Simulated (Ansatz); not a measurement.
# NbH2 at 3 GPa (stress–strain coefficients): relaxed-ion elastic tensor

Method: Ansatz, DFT PBEsol, scalar-relativistic, plane waves, PAW. Settings: 420 eV plane-wave cutoff, Γ-centred 16×16×16 mesh, Fermi-Dirac smearing of 0.15 eV. No spin polarisation.

The cell, relaxed at 3 GPa:
```
Nb H
1.0
     0.00000    2.24886    2.24886
     2.24886    0.00000    2.24886
     2.24886    2.24886    0.00000
Nb H
1 2
Direct
  0.00000 0.00000 0.00000
  0.25000 0.25000 0.25000
  0.75000 0.75000 0.75000
```

In a metal, frequencies and elastic constants depend on the k mesh and the smearing, soft modes and shear constants most.

(1) Give the relaxed-ion elastic constants (GPa, Voigt order xx yy zz yz xz xy, on the axes of the cell above).

(2) Is the crystal stable against homogeneous strain?

(3) And the moduli of a polycrystal (Hill averages)?

Answers

(1)
```
293.7 157.0 157.0   0.0   0.0   0.0
157.0 293.7 157.0   0.0   0.0   0.0
157.0 157.0 293.7   0.0   0.0   0.0
  0.0   0.0   0.0  88.4   0.0   0.0
  0.0   0.0   0.0   0.0  88.4   0.0
  0.0   0.0   0.0   0.0   0.0  88.4
```

(2) Yes: the least eigenvalue of the tensor is 88.4 GPa.

(3) B = 203 GPa, G = 80 GPa, E = 212 GPa, ν = 0.33.

Cost: 1 run of about 1.3 core-minutes, on Arm Neoverse V1 (shared hosts).